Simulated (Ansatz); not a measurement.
**Molecular dynamics of Li**

Input file:

```yaml
crystal:
  lattice:
    - [7.312873, 0.0, 0.0]
    - [0.0, 7.312873, 0.0]
    - [0.0, 0.0, 7.312873]
  atoms:
    - { symbol: Li, position: [0.0345817, 0.04667469, 0.21372547] }
    - { symbol: Li, position: [0.40350875, -0.03264642, -0.0223037] }
    - { symbol: Li, position: [-0.04901651, 0.37907702, -0.00594838] }
    - { symbol: Li, position: [0.08726197, -0.00747594, 0.58623002] }
    - { symbol: Li, position: [0.36364883, 0.29558712, 0.23762904] }
    - { symbol: Li, position: [0.63418989, 0.53337137, -0.13935717] }
    - { symbol: Li, position: [0.39293056, -0.06281891, 0.31605106] }
    - { symbol: Li, position: [0.69224046, 0.33449517, 0.24562996] }
    - { symbol: Li, position: [-0.04199941, 0.38250253, 0.65296957] }
    - { symbol: Li, position: [0.07431039, 0.61532633, 0.32831744] }
    - { symbol: Li, position: [0.32636953, 0.35985515, 0.83102696] }
    - { symbol: Li, position: [0.47293609, 0.52820195, 0.4737438] }
    - { symbol: Li, position: [0.73545304, 0.79839888, 0.2386945] }
    - { symbol: Li, position: [0.62572285, 0.18152848, 0.67984277] }
    - { symbol: Li, position: [0.1984785, 0.71751407, 0.8492334] }
    - { symbol: Li, position: [0.78380737, 0.75297384, 0.71388216] }
basis:
  ecutwfc: 420.0
kpoints:
  mp_grid: { grid: [2, 2, 2] }
hamiltonian:
  xc: pbe
scf:
  occupations: { method: fermi_dirac, width: 0.11 }
  lower_state_search: "off"
md:
  timestep: 1.5
  n_steps: 220
  ensemble: nvt_langevin
  temperature: 1040.0
  initial_velocities: maxwell_boltzmann
  seed: 249618
  friction: 0.02
  temperature_schedule:
    - { n_steps: 165, end_temperature: 300.0 }
    - { n_steps: 55, end_temperature: 300.0 }
```

Launched with:

```bash
$ ansatz run input.yaml --threads 1 --pin off --max-ram 3072MiB --backend cpu --events-out ev --progress --plain --runs-dir out
```

It goes on from the last frame of an earlier run, with new velocities.

Output, in part (step lines):

```
md step     0: t =     0.00 fs  T =   975.0 K (target 1040.0 K)  F+E_penalty+E_count = -3271.41416746 eV  E_kin = 2.016456 eV  (7 SCF iters)
md step     1: t =     1.50 fs  T =  1016.8 K (target 1037.8 K)  F+E_penalty+E_count = -3271.39186194 eV  E_kin = 2.102831 eV  (6 SCF iters)
md step     2: t =     3.00 fs  T =   961.1 K (target 1033.3 K)  F+E_penalty+E_count = -3271.37581319 eV  E_kin = 1.987744 eV  (6 SCF iters)
md step     3: t =     4.50 fs  T =   967.3 K (target 1028.8 K)  F+E_penalty+E_count = -3271.36901160 eV  E_kin = 2.000556 eV  (7 SCF iters)
md step     4: t =     6.00 fs  T =  1084.1 K (target 1024.3 K)  F+E_penalty+E_count = -3271.37774774 eV  E_kin = 2.241997 eV  (7 SCF iters)
md step     5: t =     7.50 fs  T =  1121.8 K (target 1019.8 K)  F+E_penalty+E_count = -3271.39555944 eV  E_kin = 2.320002 eV  (5 SCF iters)
md step     6: t =     9.00 fs  T =  1021.5 K (target 1015.3 K)  F+E_penalty+E_count = -3271.41857914 eV  E_kin = 2.112700 eV  (5 SCF iters)
md step     7: t =    10.50 fs  T =   999.6 K (target 1010.8 K)  F+E_penalty+E_count = -3271.45553979 eV  E_kin = 2.067339 eV  (6 SCF iters)
[... lines left out ...]
md step   219: t =   328.50 fs  T =   405.2 K (target 300.0 K)  F+E_penalty+E_count = -3273.49532986 eV  E_kin = 0.838116 eV  (5 SCF iters)
md step   220: t =   330.00 fs  T =   409.8 K (target 300.0 K)  F+E_penalty+E_count = -3273.47524295 eV  E_kin = 0.847533 eV  (6 SCF iters)
```

The steps, from the saved trajectory:

```
time (fs)  T (K)  potential energy less start (eV)
      0.0    975                             0.000
     10.5   1000                            -0.041
     21.0   1063                            -0.356
     31.5   1123                            -0.206
     42.0    740                             0.002
     52.5   1028                            -0.216
     63.0   1343                            -0.610
     73.5   1334                            -0.829
     84.0   1113                            -0.925
     94.5   1171                            -1.121
    105.0    674                            -0.869
    115.5    676                            -0.612
    126.0    800                            -0.408
    136.5    648                            -0.466
    147.0    872                            -0.883
    157.5    747                            -1.144
    168.0    743                            -1.066
    178.5    644                            -1.183
    189.0    712                            -1.424
    199.5    768                            -1.508
    210.0    581                            -1.480
    220.5    599                            -1.480
    231.0    568                            -1.638
    241.5    460                            -1.717
    252.0    409                            -1.736
    262.5    379                            -1.801
    273.0    283                            -1.810
    283.5    255                            -1.789
    294.0    334                            -1.918
    304.5    404                            -2.119
    315.0    438                            -2.161
    325.5    386                            -2.113
```

All steps were run. The schedule's set-point averaged 362 K over the second half and the system 498 K, so it lags behind the ramp. A run of 0.33 ps of so small a system gives no equilibrium averages. Limits of this set-up: coarse k mesh.

Mean squared displacements from the first frame to the last, about the centre of mass: Li 1.24 Å².

Last frame:

```xyz
16
Lattice="7.3129 0.0000 0.0000 0.0000 7.3129 0.0000 0.0000 0.0000 7.3129" Properties=species:S:1:pos:R:3
Li -0.850 -1.090 0.205
Li 3.165 -0.325 0.428
Li -0.869 2.660 0.013
Li 0.236 0.057 4.450
Li 0.677 0.746 1.849
Li 3.796 3.851 0.930
Li 2.894 -1.317 3.471
Li 5.141 1.240 2.181
Li -0.449 3.080 4.156
Li 1.116 3.860 1.560
Li 2.155 1.976 6.375
Li 2.814 2.829 3.839
Li 5.696 5.609 2.780
Li 4.670 0.778 5.114
Li 1.367 4.608 6.095
Li 4.725 4.563 5.575
```

The run took 15 min on 1 thread of Arm Neoverse V1, with other jobs on the host, peak memory 0.55 GiB.
